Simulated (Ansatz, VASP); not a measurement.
## One calculation of NaH, two programs

```
CELL_PARAMETERS angstrom
0.00000 2.26518 2.26518
2.26518 0.00000 2.26518
2.26518 2.26518 0.00000
ATOMIC_POSITIONS crystal
Na 0.00000 0.00000 0.00000
H 0.50000 0.50000 0.50000
```

Alike in both runs: task single point; functional PBE; k mesh 10 × 10 × 10; occupations gaussian, width 0.02 eV; no spin polarisation.

```csv
,VASP,Ansatz
version,VASP 6.6.1,Ansatz 0.2.0
potentials or method,"VASP PAW PBE potentials, release 64 (Na_pv, H)","scalar-relativistic, plane waves, PAW"
plane-wave cutoff (eV),520,420
valence electrons in the cell,8,10
```

Ansatz gave:

```
gap on the k mesh at the Fermi level (eV) : 4.12
least direct gap on the mesh (eV)         : 5.05
pressure (GPa)                            : 6.4
```

Task: Which values does VASP return?

Result: gap on the k mesh at the Fermi level (eV): 4.12; least direct gap on the mesh (eV): 5.04; pressure (GPa): 6.4.

The two sets of potentials don't hold the same shells in valence.

A k mesh can miss the band edges.
